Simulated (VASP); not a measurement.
Crystal: BaF2.

```
Ba F
1.0
     0.00000    3.11287    3.11287
     3.11287    0.00000    3.11287
     3.11287    3.11287    0.00000
Ba F
1 2
Direct
  0.00000 0.00000 0.00000
  0.25000 0.25000 0.25000
  0.75000 0.75000 0.75000
```

The cell comes from a database or a generator and needn't be the stable form of this composition.

| Item | Value |
| --- | --- |
| Program | VASP 6.6.1 |
| Task | relaxation of cell and atoms |
| Functional | PBEsol |
| Potentials or basis | VASP PAW PBE potentials, release 64 (Ba_sv, F) |
| Cutoff | 580 eV |
| k mesh | 6 × 6 × 6 |
| Occupations | gaussian, width 0.02 eV |
| Spin | no spin polarisation |

At the start: pressure -1.4 GPa; volume 20.11 Å³/atom.

Q: Where does the relaxation end?

A: Over 3 steps the energy falls by 2.0 meV/atom and the volume is 19.64 Å³/atom (-2.3 %); space group Fm-3m (No. 225, to 0.05 Å).

Step by step:
| step | energy change (eV) | largest force (eV/Å) | pressure (GPa) | volume (Å³) |
| --- | --- | --- | --- | --- |
| 1 | 0.0000 | 0.0000 | -1.35 | 60.33 |
| 2 | -0.0060 | 0.0000 | 0.06 | 58.86 |
| 3 | -0.0061 | 0.0000 | 0.00 | 58.92 |

Final structure:
```cif
data_structure
_symmetry_space_group_name_H-M 'P 1'
_symmetry_Int_Tables_number 1
_cell_length_a 4.3678
_cell_length_b 4.3678
_cell_length_c 4.3678
_cell_angle_alpha 60.000
_cell_angle_beta 60.000
_cell_angle_gamma 60.000
_cell_volume 58.92
loop_
_atom_site_label
_atom_site_type_symbol
_atom_site_fract_x
_atom_site_fract_y
_atom_site_fract_z
_atom_site_occupancy
Ba1 Ba 0.00000 0.00000 0.00000 1
F1 F 0.25000 0.25000 0.25000 1
F2 F 0.75000 0.75000 0.75000 1
```

Caveat: the PAW data sets were made with another functional, which shifts forces and pressure a little.
